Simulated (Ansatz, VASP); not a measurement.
## One calculation of HW3C4, two programs

```
C W H
1.0
     2.89841    0.00000    0.00000
    -1.44921    2.51010    0.00000
     0.00000    0.00000   27.16903
C W H
4 3 1
Cartesian
  1.4492 0.8367 8.5000
  1.4492 0.8367 11.3276
  1.4492 0.8367 14.1476
  0.0000 1.6734 16.8890
  0.0000 0.0000 9.9138
  0.0000 0.0000 12.7460
  0.0000 0.0000 15.6012
  0.0000 1.6734 17.9857
```

Alike in both runs: functional PBEsol; k mesh 12 × 12 × 1; occupations gaussian, width 0.1 eV; no spin polarisation.

Ansatz relaxed the structure, and its values are those at the end. VASP's run is a single point on that final structure, the one shown.

|  | VASP | Ansatz |
| --- | --- | --- |
| version | VASP 6.6.1 | Ansatz 0.2.0 |
| potentials or method | VASP PAW PBE potentials, release 64 (C, W_sv, H) | scalar-relativistic, plane waves, PAW |
| plane-wave cutoff (eV) | 520 | 420 |
| valence electrons in the cell | 59 | 59 |

```tsv
	VASP	Ansatz	Ansatz less VASP
gap on the k mesh at the Fermi level (eV)	none	none	-
rms of the force components (eV/Å)	1.423	1.428	+0.0045
```

A gap of «none» marks a metal or a gap that the smearing closes. With one functional, cell and mesh, what is left measures potentials, basis and numerics.

Caveats: the PAW data sets were made with another functional, which shifts forces and pressure a little (VASP). Spin-orbit coupling is left out, which matters for the levels of W.
